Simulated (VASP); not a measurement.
Set up this calculation in VASP 6.6.1, as the native input.

```
Task                    : density of states
Functional              : PBE
Potentials or basis     : VASP PAW PBE potentials, release 64 (Co, O)
Cutoff                  : 520 eV
k mesh                  : 11 × 11 × 11
Occupations             : gaussian, width 0.02 eV
Spin                    : collinear spin, ferromagnetic start
Starting moments        : [2.0, 0.0] μB
k mesh for the DOS      : 17 × 17 × 17
Occupations for the DOS : tetrahedron
Further INCAR settings  : ALGO = Normal; EDIFF = 1e-06
```

Crystal: CoO.

```
CELL_PARAMETERS angstrom
0.00000 2.13150 2.13150
2.13150 0.00000 2.13150
2.13150 2.13150 0.00000
ATOMIC_POSITIONS crystal
Co 0.00000 0.00000 0.00000
O 0.50000 0.50000 0.50000
```

One way to write it, as run:

POSCAR

```
CoO
1.0
    0.0000000000      2.1315000000      2.1315000000
    2.1315000000      0.0000000000      2.1315000000
    2.1315000000      2.1315000000      0.0000000000
Co O
1 1
Direct
    0.0000000000      0.0000000000      0.0000000000
    0.5000000000      0.5000000000      0.5000000000
```

INCAR.step1

```
PREC = Accurate ; ENCUT = 520
EDIFF = 1E-6 ; ISMEAR = 0
SIGMA = 0.02 ; LREAL = F
LASPH = T ; NELM = 150
ALGO = Normal ; ISIF = 2
LWAVE = F ; LCHARG = T
ISPIN = 2 ; MAGMOM = 2 0
LMAXMIX = 4 ; GGA = PE
```

KPOINTS.step1

```
regular mesh
0
Gamma
  11 11 11
```

INCAR.step2

```
PREC = Accurate ; ENCUT = 520
EDIFF = 1E-6 ; ISMEAR = -5
SIGMA = 0.02 ; LREAL = F
LASPH = T ; NELM = 150
ALGO = Normal ; ISIF = 2
LWAVE = F ; LCHARG = F
ISPIN = 2 ; MAGMOM = 2 0
LORBIT = 11 ; LMAXMIX = 4
GGA = PE ; NEDOS = 1001
ICHARG = 11
```

KPOINTS.step2

```
regular mesh
0
Gamma
  17 17 17
```

Potentials or basis: VASP PAW PBE potentials, release 64 (Co, O).

Run with:

```bash
$ cat potpaw_PBE.64/Co/POTCAR potpaw_PBE.64/O/POTCAR > POTCAR
$ cp INCAR.step1 INCAR
$ cp KPOINTS.step1 KPOINTS
$ mpirun -np 1 vasp_std > vasp.out
$ cp INCAR.step2 INCAR
$ cp KPOINTS.step2 KPOINTS
$ mpirun -np 1 vasp_std > vasp.out
```

Results of the run:

The net moment is 2.93 μB per cell and the site moments are Co +2.60; O +0.31 μB. The valence electrons inside the program's atomic spheres are Co 7.78; O 4.99.

Caveat: a cell with one magnetic atom can't hold antiferromagnetic order, which such compounds often take; semilocal functionals often make such compounds metallic where correlation or magnetic order opens a gap, which also shifts bond lengths.

Wall time 23 s on 1 thread of Intel(R) Xeon(R) 6975P-C (Granite Rapids) (shared host), peak memory 0.19 GiB.
